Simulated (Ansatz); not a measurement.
# C16O31: the cost of one run

Program: Ansatz 0.2.0. Level of theory: DFT, PBE, plane-wave PAW, default files, scalar-relativistic, as far as a step names no other. These are calculated values, not measurements.

1 further run of the same task is left out (it didn't finish).

### Step 1. The system as given

The structure is orthorhombic, space group Amm2 (No. 38). The conventional cell has a = 9.376 Å, b = 11.956 Å, c = 11.956 Å, α = 90.00°, β = 90.00°, γ = 90.00°. C (site symmetry mm2) is surrounded by 1 O at 1.17 Å. C (site symmetry mm2) is surrounded by 2 O at 1.17 Å. Around C (site symmetry m) lie 2 O at 1.17 Å. Around C (site symmetry 1) lie 2 O at 1.17 Å. Only part of the 24 independent sites is listed.

Structure file:

```
C O
1.0
     8.45443    0.00000    0.00000
     0.00000    8.45443    0.00000
     0.00000    0.00000    9.37554
C O
16 31
Direct
  0.25000 0.25000 0.25000
  0.25000 0.25000 0.75000
  0.25000 0.75000 0.25000
  0.25000 0.75000 0.75000
  0.75000 0.25000 0.25000
  0.75000 0.25000 0.75000
  0.75000 0.75000 0.25000
  0.75000 0.75000 0.75000
  0.00000 0.00000 0.00000
  0.00000 0.00000 0.50000
  0.00000 0.50000 0.00000
  0.00000 0.50000 0.50000
  0.50000 0.00000 0.00000
  0.50000 0.00000 0.50000
  0.50000 0.50000 0.00000
  0.50000 0.50000 0.50000
  0.15241 0.34759 0.75000
  0.15241 0.84759 0.25000
  0.15241 0.84759 0.75000
  0.65241 0.34759 0.25000
  0.65241 0.34759 0.75000
  0.65241 0.84759 0.25000
  0.65241 0.84759 0.75000
  0.34759 0.15241 0.25000
  0.34759 0.15241 0.75000
  0.34759 0.65241 0.25000
  0.34759 0.65241 0.75000
  0.84759 0.15241 0.25000
  0.84759 0.15241 0.75000
  0.84759 0.65241 0.25000
  0.84759 0.65241 0.75000
  0.09759 0.09759 0.00000
  0.09759 0.09759 0.50000
  0.09759 0.59759 0.00000
  0.09759 0.59759 0.50000
  0.59759 0.09759 0.00000
  0.59759 0.09759 0.50000
  0.59759 0.59759 0.00000
  0.59759 0.59759 0.50000
  0.40241 0.40241 0.00000
  0.40241 0.40241 0.50000
  0.40241 0.90241 0.00000
  0.40241 0.90241 0.50000
  0.90241 0.40241 0.00000
  0.90241 0.40241 0.50000
  0.90241 0.90241 0.00000
  0.90241 0.90241 0.50000
```

The vacant site is at (0.152, 0.348, 0.250) in fractional coordinates of the input's cell.

### Step 2. Single point at the given positions

Input file input.yaml:

```yaml
crystal:
  lattice:
    - [8.45442558, 0.0, 0.0]
    - [0.0, 8.45442558, 0.0]
    - [0.0, 0.0, 9.37554318]
  atoms:
    - { symbol: C, position: [0.25, 0.25, 0.25] }
    - { symbol: C, position: [0.25, 0.25, 0.75] }
    - { symbol: C, position: [0.25, 0.75, 0.25] }
    - { symbol: C, position: [0.25, 0.75, 0.75] }
    - { symbol: C, position: [0.75, 0.25, 0.25] }
    - { symbol: C, position: [0.75, 0.25, 0.75] }
    - { symbol: C, position: [0.75, 0.75, 0.25] }
    - { symbol: C, position: [0.75, 0.75, 0.75] }
    - { symbol: C, position: [0.0, 0.0, 0.0] }
    - { symbol: C, position: [0.0, 0.0, 0.5] }
    - { symbol: C, position: [0.0, 0.5, 0.0] }
    - { symbol: C, position: [0.0, 0.5, 0.5] }
    - { symbol: C, position: [0.5, 0.0, 0.0] }
    - { symbol: C, position: [0.5, 0.0, 0.5] }
    - { symbol: C, position: [0.5, 0.5, 0.0] }
    - { symbol: C, position: [0.5, 0.5, 0.5] }
    - { symbol: O, position: [0.15241343, 0.34758657, 0.75] }
    - { symbol: O, position: [0.15241343, 0.84758657, 0.25] }
    - { symbol: O, position: [0.15241343, 0.84758657, 0.75] }
    - { symbol: O, position: [0.65241343, 0.34758657, 0.25] }
    - { symbol: O, position: [0.65241343, 0.34758657, 0.75] }
    - { symbol: O, position: [0.65241343, 0.84758657, 0.25] }
    - { symbol: O, position: [0.65241343, 0.84758657, 0.75] }
    - { symbol: O, position: [0.34758657, 0.15241343, 0.25] }
    - { symbol: O, position: [0.34758657, 0.15241343, 0.75] }
    - { symbol: O, position: [0.34758657, 0.65241343, 0.25] }
    - { symbol: O, position: [0.34758657, 0.65241343, 0.75] }
    - { symbol: O, position: [0.84758657, 0.15241343, 0.25] }
    - { symbol: O, position: [0.84758657, 0.15241343, 0.75] }
    - { symbol: O, position: [0.84758657, 0.65241343, 0.25] }
    - { symbol: O, position: [0.84758657, 0.65241343, 0.75] }
    - { symbol: O, position: [0.09758657, 0.09758657, 0.0] }
    - { symbol: O, position: [0.09758657, 0.09758657, 0.5] }
    - { symbol: O, position: [0.09758657, 0.59758657, 0.0] }
    - { symbol: O, position: [0.09758657, 0.59758657, 0.5] }
    - { symbol: O, position: [0.59758657, 0.09758657, 0.0] }
    - { symbol: O, position: [0.59758657, 0.09758657, 0.5] }
    - { symbol: O, position: [0.59758657, 0.59758657, 0.0] }
    - { symbol: O, position: [0.59758657, 0.59758657, 0.5] }
    - { symbol: O, position: [0.40241343, 0.40241343, 0.0] }
    - { symbol: O, position: [0.40241343, 0.40241343, 0.5] }
    - { symbol: O, position: [0.40241343, 0.90241343, 0.0] }
    - { symbol: O, position: [0.40241343, 0.90241343, 0.5] }
    - { symbol: O, position: [0.90241343, 0.40241343, 0.0] }
    - { symbol: O, position: [0.90241343, 0.40241343, 0.5] }
    - { symbol: O, position: [0.90241343, 0.90241343, 0.0] }
    - { symbol: O, position: [0.90241343, 0.90241343, 0.5] }
total_charge: 2
kpoints:
  mp_grid: { grid: [2, 2, 2] }
scf:
  occupations: { method: fermi_dirac, width: 0.01 }
hamiltonian:
  xc: pbe
  pseudopotentials: { kind: paw }
output:
  forces: true
  stress: true
  populations: true
  efg: { quadrupole_moments_barn: { O: -0.02558 }, contact_densities: true }
```

The run is started by

```
> ansatz run input.yaml --threads 1 --pin off --max-ram 3072MiB --backend cpu --events-out ev --progress --plain --runs-dir out
```

Q: Estimate wall time and peak memory on 1 thread of AMD EPYC 7R13 (Zen 3), shared host.

About 1.7 min, with a peak of 1.3 GiB.
